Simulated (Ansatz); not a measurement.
Zr: from a trial structure to a relaxed crystal

These are results of DFT r2SCAN, scalar-relativistic, plane waves, PAW (Ansatz 0.2.0), not measurements. Cutoff 500 eV, Γ-centred k mesh, Gaussian smearing, no spin polarisation in the final step.

The start puts Zr on the samarium (9R) structure type (R-3m, No. 166), at a guessed volume.

```
CELL_PARAMETERS angstrom
1.69765 0.98014 8.20466
-1.69765 0.98014 8.20466
0.00000 -1.96028 8.20466
ATOMIC_POSITIONS crystal
Zr 0.00000 0.00000 0.00000
Zr 0.22222 0.22222 0.22222
Zr 0.77778 0.77778 0.77778
```

Cell and atoms relax at zero pressure; the relaxation can't lower the symmetry of the start. After a coarse first stage the cell is made exact in the group found at 0.06 Å.

Energies count from the standard state of Zr at the same level.

Describe the relaxed structure.

It keeps R-3m (No. 166). The result has the samarium (9R) structure. Conventional cell: a = 3.239 Å, c = 23.320 Å. Around Zr on Wyckoff site a (1 atom of the primitive cell) lie 12 Zr at 3.18–3.24 Å; Zr on Wyckoff site c (2 atoms of the primitive cell) is coordinated by 12 Zr at 3.18–3.24 Å.

Space group R-3m:H (No. 166). a = 3.239 Å, b = 3.239 Å, c = 23.320 Å, α = 90.00°, β = 90.00°, γ = 120.00°
```
atom site symmetry x y z
  Zr    3a       -3m  0.0000  0.0000  0.0000
  Zr    6c        3m  0.3333  0.6667  0.8895
```

What are its volume, energy, density and gap?

The volume per atom is 23.54 Å³, the density is 6.43 g/cm³ and the energy over the standard structure is 0.03 eV/atom. The gap on the 18×18×18 mesh is 0 eV (a metal).

The final run used a 18×18×18 mesh on its 3-atom cell and 0.10 eV smearing. The k mesh leaves about 4 meV/atom of noise in metals. A structure relaxed within its symmetry needn't be a true minimum.